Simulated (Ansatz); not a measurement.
# Equation of state of TiS2

```cif
data_structure
_symmetry_space_group_name_H-M 'P 1'
_symmetry_Int_Tables_number 1
_cell_length_a 3.4120
_cell_length_b 3.4120
_cell_length_c 5.6950
_cell_angle_alpha 90.000
_cell_angle_beta 90.000
_cell_angle_gamma 120.000
_cell_volume 57.42
loop_
_atom_site_label
_atom_site_type_symbol
_atom_site_fract_x
_atom_site_fract_y
_atom_site_fract_z
_atom_site_occupancy
Ti1 Ti 0.00000 0.00000 0.00000 1
S1 S 0.33333 0.66667 0.25000 1
S2 S 0.66667 0.33333 0.75000 1
```

The runs use the primitive cell with vectors (3.412, 0.000, 0.000), (-1.706, 2.955, 0.000), (0.000, 0.000, 5.695) Å, to which the k mesh refers.

Conventional cell: a = 3.412 Å, b = 3.412 Å, c = 5.695 Å, α = 90.00°, β = 90.00°, γ = 120.00°. Ti (atom 1) has 6 S at 2.43 Å as nearest neighbours. S (atom 2) is surrounded by 3 Ti at 2.43 Å.

The geometry is COD entry 1537865, unchecked; take it as a test cell. It is an old determination, and later ones may differ.

Methods: DFT, LDA, all-electron LAPW, scalar-relativistic (Ansatz 0.2.0); DFT, LDA, PAW with Ansatz's default frozen-core files, scalar-relativistic (Ansatz 0.2.0).

For LAPW: a Γ-centred 12×12×7 k mesh, Fermi–Dirac smearing of 0.05 eV, basis error target 1 meV/atom, no spin polarisation. PAW takes a cutoff of 420 eV at this cell (files made with PBE, cores remade for this functional). The Ansatz runs share mesh, smearing and spin set-up. Plane-wave (PAW) pressures include the program's estimate of the Pulay term.

The cell above is scaled evenly, with fractional coordinates and shape held.

| V/V(cell) | V (Å³/atom) | P, LAPW (GPa) | P, PAW (GPa) |
| --- | --- | --- | --- |
| 0.9400 | 17.991 | -0.20 | -0.24 |
| 0.9600 | 18.374 | -2.44 | -2.47 |
| 0.9800 | 18.756 | -4.45 | -4.48 |
| 0.9900 | 18.948 | -5.38 | -5.41 |
| 1.0000 | 19.139 | -6.26 | -6.28 |
| 1.0100 | 19.330 | -7.09 | -7.11 |
| 1.0200 | 19.522 | -7.88 | -7.90 |
| 1.0400 | 19.905 | -9.33 | -9.36 |
| 1.0600 | 20.287 | -10.64 | -10.66 |
